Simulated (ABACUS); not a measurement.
# CsPbCl3 (P1) in ABACUS: tuning mixing gg0

Aim: find the choice of mixing gg0 that runs CsPbCl3 fastest, at RPBE. This setting moves, with any that are tied to it; all else stays.

Everything below comes from runs of ABACUS 3.10.1. Logs are shortened: lines on timing, memory, paths and dates and some standing lists are left out, and cuts for length are marked.

## Step 1: The cell of the first run

The typed cell holds 5 atoms: a = 5.605 Å, b = 5.605 Å, c = 5.605 Å, α = 90.00°, β = 90.00°, γ = 90.00°.

The cell isn't the ideal one: atoms moved at random.

## Step 2: With mixing gg0 0

The input, INPUT:

```
INPUT_PARAMETERS
suffix              CsPbCl3
calculation         scf
basis_type          pw
pseudo_dir          ./
symmetry            1
dft_functional      GGA_X_RPBE+GGA_C_PBE
ecutwfc             63
pseudo_rcut         7
nspin               1
nbands              27
ks_solver           dav
smearing_method     gauss
smearing_sigma      0.00734986
scf_thr             1e-08
scf_nmax            60
mixing_type         broyden
mixing_beta         0.7
cal_force           1
cal_stress          1
mixing_gg0          0
```

The input, STRU:

```
ATOMIC_SPECIES
Pb 207.2000 82_Pb_14_3.0_3.1_pbe_n_v1.0.upf
Cs 132.9055 55_Cs_9_2.2_2.5_pbe_n_v1.0.upf
Cl 35.4500 17_Cl_7_1.9_1.9_pbe_n_v1.0.upf

LATTICE_CONSTANT
1.8897261246

LATTICE_VECTORS
5.6050000000 0.0000000000 0.0000000000
0.0000000000 5.6050000000 0.0000000000
0.0000000000 0.0000000000 5.6050000000

ATOMIC_POSITIONS
Direct

Pb
0.0
1
0.4932840000 0.4929220000 0.5066110000 1 1 1

Cs
0.0
1
0.0137300000 0.0041410000 0.0014250000 1 1 1

Cl
0.0
3
0.5266060000 -0.0183090000 0.4926520000 1 1 1
-0.0125120000 0.5264180000 0.4879840000 1 1 1
0.4932140000 0.5293840000 0.0320900000 1 1 1
```

The input, KPT:

```
K_POINTS
0
Gamma
3 3 3 0 0 0
```

Potentials or basis: SPMS ONCV 1.0 PBE, plane waves.

On the command line:

```bash
OMP_NUM_THREADS=1 mpirun -np 16 abacus > log
```

Wall time 6.1 s (16 MPI ranks of Intel Xeon 6975P-C (Granite Rapids), host not shared); peak memory 1.8 GiB.

It converged, with:

```
Free energy            : -3691.2227 eV
Pressure               : 3.2 GPa
Largest force          : 0.616 eV/Å
Band gap on the k mesh : 4.02 eV, direct
```

## Step 3: With mixing gg0 0.5

INPUT: that of step 2 with these lines changed.

```diff
@@ -20,2 +20,2 @@
 cal_stress          1
-mixing_gg0          0
+mixing_gg0          0.5
```

STRU is that of step 2.

KPT is that of step 2.

Potentials or basis: SPMS ONCV 1.0 PBE, plane waves.

On the command line:

```bash
OMP_NUM_THREADS=1 mpirun -np 16 abacus > log
```

Run time: 5.6 s. Hardware: 16 MPI ranks of Intel Xeon 6975P-C (Granite Rapids), host not shared; peak memory 1.8 GiB.

Results (log left out):

```yaml
Free_energy: -3691.2227 eV
Pressure: 3.2 GPa
Largest_force: 0.616 eV/Å
Band_gap_on_the_k_mesh: 4.02 eV, direct
```

## Step 4: With mixing gg0 1

INPUT: that of step 3 with these lines changed.

```diff
@@ -20,2 +20,2 @@
 cal_stress          1
-mixing_gg0          0.5
+mixing_gg0          1
```

STRU is that of step 3.

KPT is that of step 3.

On the command line:

```bash
OMP_NUM_THREADS=1 mpirun -np 16 abacus > log
```

Wall time 5.8 s (16 MPI ranks of Intel Xeon 6975P-C (Granite Rapids), host not shared); peak memory 1.8 GiB.

Results (log left out):

```yaml
Free_energy: -3691.2227 eV
Pressure: 3.2 GPa
Largest_force: 0.615 eV/Å
Band_gap_on_the_k_mesh: 4.02 eV, direct
```

## Step 5: With mixing gg0 1.5

INPUT: that of step 4 with these lines changed.

```diff
@@ -20,2 +20,2 @@
 cal_stress          1
-mixing_gg0          1
+mixing_gg0          1.5
```

STRU is that of step 4.

KPT is that of step 4.

On the command line:

```bash
OMP_NUM_THREADS=1 mpirun -np 16 abacus > log
```

It took 6 s on 16 MPI ranks of Intel Xeon 6975P-C (Granite Rapids), host not shared; peak memory 1.8 GiB.

It converged, with:

```yaml
Free_energy: -3691.2227 eV
Pressure: 3.2 GPa
Largest_force: 0.615 eV/Å
Band_gap_on_the_k_mesh: 4.02 eV, direct
```

## Step 6: With mixing gg0 2

INPUT: that of step 5 with these lines changed.

```diff
@@ -20,2 +20,2 @@
 cal_stress          1
-mixing_gg0          1.5
+mixing_gg0          2
```

STRU is that of step 5.

KPT is that of step 5.

Potentials or basis: SPMS ONCV 1.0 PBE, plane waves.

On the command line:

```bash
OMP_NUM_THREADS=1 mpirun -np 16 abacus > log
```

running log:

```text
ABACUS v3.10.1

               Atomic-orbital Based Ab-initio Computation at UStc

 ------------------------------------------------------------------------------------

 READING GENERAL INFORMATION
                           global_out_dir = OUT.CsPbCl3/
                           global_in_card = INPUT
                               pseudo_dir = ./
                              orbital_dir =
                                    DSIZE = 16
                                    GSIZE = 1

 READING UNITCELL INFORMATION
                                    ntype = 3
                  lattice constant (Bohr) = 1.88973
              lattice constant (Angstrom) = 1

 READING ATOM TYPE 1
                               atom label = Pb
                      L=0, number of zeta = 1
                      L=1, number of zeta = 1
                      L=2, number of zeta = 1
             number of atom for this type = 1

 READING ATOM TYPE 2
                               atom label = Cs
                      L=0, number of zeta = 1
                      L=1, number of zeta = 1
                      L=2, number of zeta = 1
             number of atom for this type = 1

 READING ATOM TYPE 3
                               atom label = Cl
                      L=0, number of zeta = 1
                      L=1, number of zeta = 1
                      L=2, number of zeta = 1
             number of atom for this type = 3

                        TOTAL ATOM NUMBER = 5
DIRECT COORDINATES
    atom                   x                   y                   z     mag                  vx                  vy                  vz
taud_Pb1            0.4932840000        0.4929220000        0.5066110000  0.0000        0.0000000000        0.0000000000        0.0000000000
taud_Cs1            0.0137300000        0.0041410000        0.0014250000  0.0000        0.0000000000        0.0000000000        0.0000000000
taud_Cl1            0.5266060000        0.9816910000        0.4926520000  0.0000        0.0000000000        0.0000000000        0.0000000000
taud_Cl2            0.9874880000        0.5264180000        0.4879840000  0.0000        0.0000000000        0.0000000000        0.0000000000
taud_Cl3            0.4932140000        0.5293840000        0.0320900000  0.0000        0.0000000000        0.0000000000        0.0000000000

                          Volume (Bohr^3) = 1188.29
                             Volume (A^3) = 176.087

 Lattice vectors: (Cartesian coordinate: in unit of a_0)
               +5.605                  +0                  +0
                   +0              +5.605                  +0
                   +0                  +0              +5.605
 Reciprocal vectors: (Cartesian coordinate: in unit of 2 pi/a_0)
            +0.178412                  -0                  +0
                   -0           +0.178412                  -0
                   +0                  -0           +0.178412
 The esolver type has been set to : ksdft_pw

                PAO radial cut off (Bohr) = 7

 Read in pseudopotential file is 82_Pb_14_3.0_3.1_pbe_n_v1.0.upf
                     pseudopotential type = NC
          exchange-correlation functional = PBE
                 nonlocal core correction = 1
                        valence electrons = 14
[... 247 lines left out ...]
     dq(describe PAO in reciprocal space) = 0.01
                                    max q = 957

 number of pseudo atomic orbitals for Pb is 3
WARNING: norm of atomic wavefunction # 2 of atomic type Pb is 0.999889, renormalized
WARNING: norm of atomic wavefunction # 3 of atomic type Pb is 0.990033, renormalized

 number of pseudo atomic orbitals for Cs is 3
WARNING: norm of atomic wavefunction # 2 of atomic type Cs is 0.999958, renormalized
WARNING: norm of atomic wavefunction # 3 of atomic type Cs is 0.875176, renormalized

 number of pseudo atomic orbitals for Cl is 2
WARNING: norm of atomic wavefunction # 2 of atomic type Cl is 0.999905, renormalized

 -------------------------------------------
 SELF-CONSISTENT
 -------------------------------------------
                                 init_chg = atomic

 PW ALGORITHM --------------- ION=   1  ELEC=   1--------------------------------
 Notice: Threshold on eigenvalues was too large.
 hsover_error=0.44 > DRHO=0.311638
 Origin diag ethr = 0.01
 New diag ethr = 0.000708268

 Density error is 0.300859441633
                          Error Threshold = 0.000708267712913
----------------------------------------------------------
     Energy           Rydberg                 eV
----------------------------------------------------------
 E_KohnSham     -271.2791362213      -3690.9420011285
 E_Harris       -270.0586729232      -3674.3367460739
 E_Fermi        0.3076770419         4.1861609132
----------------------------------------------------------
[... 111 lines left out ...]
 Density error is 2.11141551164e-09
                          Error Threshold = 2.73262551584e-11
----------------------------------------------------------
     Energy           Rydberg                 eV
----------------------------------------------------------
 E_KohnSham     -271.2997644662      -3691.2226627987
 E_KS(sigma->0) -271.2997644662      -3691.2226627987
 E_Harris       -271.2995771886      -3691.2201147551
 E_band         -15.8578200941       -215.7567111383
 E_one_elec     -86.8014915863       -1180.9948804723
 E_Hartree      62.1920132755        846.1657506387
 E_xc           -72.0113737444       -979.7650037309
 E_Ewald        -174.6789124111      -2376.6285292343
 E_entropy(-TS) -0.0000000000        -0.0000000000
 E_descf        0.0000000000         0.0000000000
 E_exx          0.0000000000         0.0000000000
 E_Fermi        0.3987667502         5.4254999760
----------------------------------------------------------

 charge density convergence is achieved
 final etot is -3691.2226628 eV
 EFERMI = 5.425499976 eV

 STATE ENERGY(eV) AND OCCUPATIONS    NSPIN == 1
 1/14 kpoint (Cartesian) = 0.0000 0.0000 0.0000 (631 pws)
       1       -16.9139      0.0740741
       2       -12.3561      0.0740741
       3       -12.3288      0.0740741
       4       -12.1267      0.0740741
       5       -12.1215      0.0740741
       6       -12.1166      0.0740741
[... 164 lines left out ...]
      26        9.68872        0.00000
      27        9.94681        0.00000

[... levels at 8 further k points ...]

------------------------------------------------------------------------------------------
 TOTAL-FORCE (eV/Angstrom)
------------------------------------------------------------------------------------------
                       Pb1        -0.0370399582        -0.1220306076         0.4156612986
                       Cs1        -0.0444455612        -0.0158499043         0.0145152107
                       Cl1        -0.0821466229         0.3599774370         0.0918445847
                       Cl2         0.1880608195        -0.1136784028         0.0832884855
                       Cl3        -0.0244286772        -0.1084185222        -0.6053095795
------------------------------------------------------------------------------------------

----------------------------------------------------------------
 TOTAL-STRESS (KBAR)
----------------------------------------------------------------
        30.8974126713        -1.0309923650         0.1805456319
        -1.0309923650        31.6832305230         0.7456498408
         0.1805456319         0.7456498408        34.6776677737
----------------------------------------------------------------
 TOTAL-PRESSURE: 32.419437 KBAR

 --------------------------------------------
 !FINAL_ETOT_IS -3691.2226627987197389 eV
 --------------------------------------------
```

It took 7 s on 16 MPI ranks of Intel Xeon 6975P-C (Granite Rapids), host not shared; peak memory 1.8 GiB.

Results:

```
Free energy            : -3691.2227 eV
Pressure               : 3.2 GPa
Largest force          : 0.615 eV/Å
Band gap on the k mesh : 4.02 eV, direct
```

## Step 7: Summary

| mixing gg0 | energy less the last converged row (meV/atom) | SCF cycles | wall time (s) |
| --- | --- | --- | --- |
| 0 | 0.00 | 9 | 6.1 |
| 0.5 | 0.00 | 8 | 5.6 |
| 1 | 0.00 | 8 | 5.8 |
| 1.5 | 0.00 | 9 | 6 |
| 2 | 0.00 | 11 | 7 |

Fastest here: 0.5 (5.6 s), level within noise with 0, 1, 1.5; slowest of those that converged: 2 (7 s). These are single runs, one after another on one machine, so differences under about a fifth mean little.

Caveats: the potentials were made for another functional, which shifts forces and pressure; spin-orbit coupling is left out, which as a rule narrows the gap of such compounds by several tenths of an eV; an odd mesh through Γ misses points on the zone boundary, where band edges often lie.
